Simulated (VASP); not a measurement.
# ZnS (Fm-3m) in VASP: further runs

Runs on ZnS. Level: PBEsol. Tasks: single point.

Everything below comes from runs of VASP 6.6.1. Logs are shortened: lines on timing, memory, paths and dates and some standing lists are left out, and cuts for length are marked.

### Step 1. The crystal as given

The structure is cubic, space group Fm-3m (No. 225). The conventional cell has a = 5.168 Å, b = 5.168 Å, c = 5.168 Å, α = 90.00°, β = 90.00°, γ = 90.00°. S (site symmetry m-3m) is surrounded by 6 Zn at 2.58 Å. Around Zn (site symmetry m-3m) lie 6 S at 2.58 Å.

The cell was built by a generator and needn't be a form met in nature.

### Step 2. Single point, PBEsol

INCAR

```
SYSTEM = ZnS
PREC = Accurate ; ENCUT = 520
EDIFF = 1E-7 ; ISMEAR = 0
SIGMA = 0.05 ; LREAL = .FALSE.
LASPH = .TRUE. ; NELM = 60
ALGO = Fast ; ISIF = 2
LWAVE = .FALSE. ; LCHARG = .FALSE.
GGA = PS ; NBANDS = 16
```

KPOINTS

```
Automatic mesh
0
G
  12 12 12
  0 0 0
```

POSCAR

```
ZnS
1.0
    0.0000000000      2.5838422900      2.5838422900
    2.5838422900      0.0000000000      2.5838422900
    2.5838422900      2.5838422900      0.0000000000
S Zn
1 1
Direct
    0.0000000000      0.0000000000      0.0000000000
    0.5000000000      0.5000000000      0.5000000000
```

Potentials or basis: VASP PAW PBE potentials, release 64 (S, Zn).

Run with:

```bash
cat potpaw_PBE.64/S/POTCAR potpaw_PBE.64/Zn/POTCAR > POTCAR
mpirun -np 1 vasp_std > vasp.out
```

OUTCAR:

```text
SYSTEM = ZnS
   PREC = Accurate
   ENCUT = 520
   EDIFF = 1E-7
   ISMEAR = 0
   LREAL = .FALSE.
   LASPH = .TRUE.
   NELM = 60
   ISIF = 2
   GGA = PS

 ion  position               nearest neighbor table
   1  0.000  0.000  0.000-   2 2.58   2 2.58   2 2.58   2 2.58   2 2.58   2 2.58
   2  0.500  0.500  0.500-   1 2.58   1 2.58   1 2.58   1 2.58   1 2.58   1 2.58

  LATTYP: Found a face centered cubic cell.
 ALAT       =     5.1676845800

  Lattice vectors:

 A1 = (   0.0000000000,   2.5838422900,   2.5838422900)
 A2 = (   2.5838422900,   0.0000000000,   2.5838422900)
 A3 = (   2.5838422900,   2.5838422900,   0.0000000000)

Analysis of symmetry for initial positions (statically):
=====================================================================
 Subroutine PRICEL returns:
 Original cell was already a primitive cell.

 Routine SETGRP: Setting up the symmetry group for a
 face centered cubic supercell.

 Subroutine GETGRP returns: Found 48 space group operations
 (whereof 48 operations were pure point group operations)
 out of a pool of 48 trial point group operations.

The static configuration has the point symmetry O_h .

Analysis of symmetry for dynamics (positions and initial velocities):
=====================================================================
 Subroutine PRICEL returns:
 Original cell was already a primitive cell.

 Routine SETGRP: Setting up the symmetry group for a
 face centered cubic supercell.

 Subroutine GETGRP returns: Found 48 space group operations
 (whereof 48 operations were pure point group operations)
 out of a pool of 48 trial point group operations.

The dynamic configuration has the point symmetry O_h .

 Subroutine INISYM returns: Found 48 space group operations
 (whereof 48 operations are pure point group operations),
 and found     1 'primitive' translations

----------------------------------------------------------------------------------------

                                     Primitive cell

  volume of cell :      34.5007

  direct lattice vectors                    reciprocal lattice vectors
     0.000000000  2.583842290  2.583842290    -0.193510263  0.193510263  0.193510263
     2.583842290  0.000000000  2.583842290     0.193510263 -0.193510263  0.193510263
     2.583842290  2.583842290  0.000000000     0.193510263  0.193510263 -0.193510263

  length of vectors
     3.654104810  3.654104810  3.654104810     0.335169607  0.335169607  0.335169607

  position of ions in fractional coordinates (direct lattice)
     0.000000000  0.000000000  0.000000000
     0.500000000  0.500000000  0.500000000
[... 75 lines left out ...]
   ENCUT  =  520.0 eV  38.22 Ry    6.18 a.u.   6.79  6.79  6.79*2*pi/ulx,y,z
   NELM   =     60;   NELMIN=  2; NELMDL= -5     # of ELM steps
   EDIFF  = 0.1E-06   stopping-criterion for ELM
   LREAL  =      F    real-space projection
   EDIFFG = 0.1E-05   stopping-criterion for IOM
   NSW    =      0    number of steps for IOM
   IBRION =     -1    ionic relax: 0-MD 1-quasi-New 2-CG
   NFREE  =      0    steps in history (QN), initial steepest desc. (CG)
   ISIF   =      2    stress and relaxation
   ISYM   =      2    0-nonsym 1-usesym 2-fastsym
   POTIM  = 0.5000    time-step for ionic-motion
   TEBEG  =    0.0;   TEEND  =   0.0 temperature during run
   PSTRESS=    0.0 pullay stress
   NELECT =      18.0000    total number of electrons
   NUPDOWN=      -1.0000    fix difference up-down
   EMIN   =  10.00;   EMAX   =-10.00  energy-range for DOS
   EFERMI =   0.00;   METHOD = LEGACY
   ISMEAR =     0;   SIGMA  =   0.05  broadening in eV -4-tet -1-fermi 0-gaus
   EFERMI_NEDOS =   21; number of points for ismear=-14 and -15
   IALGO  =     68    algorithm
   IMIX   =      4    mixing-type and parameters
     AMIX     =   0.40;   BMIX     =  1.00
     AMIX_MAG =   1.60;   BMIX_MAG =  1.00
  volume/ion in A,a.u.               =      17.25       116.41
  Fermi-wavevector in a.u.,A,eV,Ry     =   1.317922  2.490511 23.632205  1.736918
  Thomas-Fermi vector in A             =   2.447928
   LORBIT       =      0    0 simple, 1 ext, 2 COOP (PROOUT), +10 PAW based schemes
   GGA     = PS    functional components
   LHFCALC =     F    Hartree Fock is set to
   AEXX    =    0.0000 exact exchange contribution
   IVDW    =     0    specifies the selected vdW correction
   LEPSILON=     F    determine dielectric tensor
   LRPA    =     F    only Hartree local field effects (RPA)
 non-spin polarized calculation
 RMM-DIIS sequential band-by-band and
 Gauss-broadening in eV      SIGMA  =   0.05
  energy-cutoff  :      520.00
  volume of cell :       34.50
 maximum number of plane-waves:       950
   NGX = 13   NGY = 13   NGZ = 13

 number of electron      17.9999988 magnetization

 Free energy of the ion-electron system (eV)
  ---------------------------------------------------
  ext. energy  EPLUGINS =         0.00000000
  ---------------------------------------------------
  free energy    TOTEN  =        -6.98098850 eV

  energy without entropy =       -6.98041811  energy(sigma->0) =       -6.98070331

 E-fermi :   3.3469     XC(G=0): -10.7849

 val. band max:        3.3267037126   @ k =  -0.1667   0.1667   0.0000
 cond. band min:       3.4743796989   @ k =   0.5000   0.4167   0.0000
 fundamental gap:      0.1476759863
 Fermi energy:         3.3468659683

 k-point     1 :       0.0000    0.0000    0.0000
  band No.  band energies     occupation
      1     -10.1654      2.00000
      2      -2.8670      2.00000
      3      -2.8670      2.00000
      4      -2.8546      2.00000
      5      -2.8546      2.00000
      6      -2.8546      2.00000
[... 433 lines left out ...]
      3      -3.1186      2.00000
      4      -3.0514      2.00000
      5      -2.7101      2.00000
      6      -2.6946      2.00000
[... 8 lines left out ...]
     15      16.4498      0.00000
     16      17.5431      0.00000

 [... further k-points ...]
[... 5 lines left out ...]
  --------------------------------------------------------------------------------------
  -------------------------------------------------------------------------------------
  Total       -1.5016696     -1.5016696     -1.5016696      0.0000000     -0.0000000      0.0000000
  in kB      -69.7359919    -69.7359919    -69.7359919      0.0000000     -0.0000000      0.0000000
  external PRESSURE =     -69.7359919 kB  Pullay stress =       0.0000000 kB

 VOLUME and BASIS-vectors are now :
 -----------------------------------------------------------------------------
  energy-cutoff  :      520.00
  volume of cell :       34.50
      direct lattice vectors                 reciprocal lattice vectors
     0.000000000  2.583842290  2.583842290    -0.193510263  0.193510263  0.193510263
     2.583842290  0.000000000  2.583842290     0.193510263 -0.193510263  0.193510263
     2.583842290  2.583842290  0.000000000     0.193510263  0.193510263 -0.193510263

 POSITION                                       TOTAL-FORCE (eV/Angst)
 -----------------------------------------------------------------------------------
      0.00000      0.00000      0.00000         0.000000      0.000000      0.000000
      2.58384      2.58384      2.58384        -0.000000     -0.000000     -0.000000
 -----------------------------------------------------------------------------------
    total drift:                                0.000000      0.000000      0.000000

  FREE ENERGIE OF THE ION-ELECTRON SYSTEM (eV)
  ---------------------------------------------------
  free  energy   TOTEN  =        -6.9809885017 eV

  energy  without entropy=       -6.9804181101  energy(sigma->0) =       -6.98070331
```

OSZICAR:

```text
N       E                     dE             d eps       ncg     rms          rms(c)
DAV:   1     0.770497284417E+02    0.77050E+02   -0.85572E+03  2320   0.137E+03
DAV:   2    -0.294566729105E+01   -0.79995E+02   -0.74925E+02  2648   0.256E+02
DAV:   3    -0.739746517497E+01   -0.44518E+01   -0.44291E+01  2848   0.559E+01
DAV:   4    -0.743468123659E+01   -0.37216E-01   -0.37209E-01  2816   0.528E+00
DAV:   5    -0.743502117269E+01   -0.33994E-03   -0.33993E-03  2872   0.501E-01    0.620E+00
RMM:   6    -0.701559366056E+01    0.41943E+00   -0.76089E-01  2664   0.827E+00    0.498E+00
RMM:   7    -0.698570429114E+01    0.29889E-01   -0.12204E-01  2813   0.360E+00    0.235E+00
RMM:   8    -0.698187505135E+01    0.38292E-02   -0.19319E-02  2991   0.980E-01    0.821E-01
RMM:   9    -0.698090718145E+01    0.96787E-03   -0.52663E-03  2966   0.774E-01    0.154E-01
RMM:  10    -0.698095796285E+01   -0.50781E-04   -0.12462E-03  2979   0.315E-01    0.809E-02
RMM:  11    -0.698098098931E+01   -0.23026E-04   -0.31178E-04  2933   0.168E-01    0.580E-02
RMM:  12    -0.698098640133E+01   -0.54120E-05   -0.84519E-05  2912   0.679E-02    0.208E-02
RMM:  13    -0.698098785111E+01   -0.14498E-05   -0.17339E-05  3059   0.338E-02    0.155E-02
RMM:  14    -0.698098838734E+01   -0.53622E-06   -0.52902E-06  2586   0.164E-02    0.792E-03
RMM:  15    -0.698098841715E+01   -0.29813E-07   -0.13131E-06  2238   0.114E-02    0.935E-03
RMM:  16    -0.698098852304E+01   -0.10589E-06   -0.32417E-07  1712   0.408E-03    0.215E-03
RMM:  17    -0.698098850170E+01    0.21339E-07   -0.71567E-08  1485   0.225E-03
   1 F= -.69809885E+01 E0= -.69807033E+01  d E =-.570392E-03
```

stdout:

```text
POSCAR found type information on POSCAR S Zn
 POSCAR found :  2 types and       2 ions
 scaLAPACK will be used
 -----------------------------------------------------------------------------
|                                                                             |
|                                                                             |
|     You enforced a specific xc type in the INCAR file but a different       |
|     I HOPE YOU KNOW WHAT YOU ARE DOING!                                     |
|                                                                             |
 -----------------------------------------------------------------------------

 LDA part: xc-table for (Slater+PW92), standard interpolation
 POSCAR, INCAR and KPOINTS ok, starting setup
 FFT: planning ... GRIDC
 FFT: planning ... GRID_SOFT
 FFT: planning ... GRID
 WAVECAR not read
 entering main loop
WARNING in EDDRMM: call to ZHEGV failed, returncode =   8  4     16
 num prob RMM:  16    -0.698098852304E+01   -0.10589E-06   -0.32417E-07  1712   0.408E-03    0.215E-03
 num prob  num prob RMM:  17    -0.698098850170E+01    0.21339E-07   -0.71567E-08  1485   0.225E-03
```

Wall time 22 s (1 thread of Intel Xeon 6975P-C (Granite Rapids), shared host); peak memory 0.17 GiB.

What came out:

| Quantity | Value |
| --- | --- |
| Free energy | -6.9810 eV |
| Pressure | -7.0 GPa |
| Band gap on the k mesh | none (metal or under the smearing width) |

Caveat: the PAW data sets were made with another functional, which shifts forces and pressure a little.

### Step 3. Single point, PBEsol

This run uses another cell than the first one, of 13.26 Å³/atom, 0.769 times its volume.

INCAR

```
SYSTEM = ZnS
ALGO     = Normal         ! electronic algorithm
EDIFF    = 1E-6           ! SCF threshold, eV
ENCUT    = 520            ! plane-wave cutoff, eV
GGA      = PS             ! functional
ISIF     = 2              ! what is computed and relaxed
ISMEAR   = 0              ! smearing method
LASPH    = .True.         ! aspherical terms in the spheres
LCHARG   = .False.        ! write CHGCAR
LREAL    = .False.        ! projectors in reciprocal space
LWAVE    = .False.        ! write WAVECAR
NBANDS   = 16             ! bands
NELM     = 80             ! most SCF steps
PREC     = Accurate       ! precision mode
SIGMA    = 0.05           ! smearing width, eV
```

KPOINTS

```
k-points
0
Gamma
  12 12 12
  0 0 0
```

POSCAR

```
ZnS
1.0
    0.0000000000      2.3670829896      2.3670829896
    2.3670829896      0.0000000000      2.3670829896
    2.3670829896      2.3670829896      0.0000000000
S Zn
1 1
Direct
    0.0000000000      0.0000000000      0.0000000000
    0.5000000000      0.5000000000      0.5000000000
```

Potentials or basis: VASP PAW PBE potentials, release 64 (S, Zn).

Run with:

```bash
cat potpaw_PBE.64/S/POTCAR potpaw_PBE.64/Zn/POTCAR > POTCAR
mpirun -np 1 vasp_std > vasp.out
```

Run time: 17 s. Hardware: 1 thread of Intel Xeon 6975P-C (Granite Rapids), shared host; peak memory 0.17 GiB.

It converged, with:

```yaml
Free_energy: -6.6868 eV
Pressure: 26.2 GPa
Band_gap_on_the_k_mesh: none (metal or under the smearing width)
```

Levels at points of the mesh, in eV from the Fermi level:
```
           k point  band 7  band 8  band 9  band 10  band 11  band 12
(0.00, 0.00, 0.00)   -0.96   -0.96   -0.96     3.49     8.79     8.79
(0.50, 0.00, 0.00)   -6.08   -0.09   -0.09     3.62     5.11     5.11
(0.50, 0.50, 0.00)   -5.93   -3.59   -3.59    -0.50     4.62    13.82
```

Caveat: so large a pressure means that the cell lies far from this level's equilibrium, or that cutoff or potentials fall short; the potentials were made for another functional, which shifts forces and pressure.
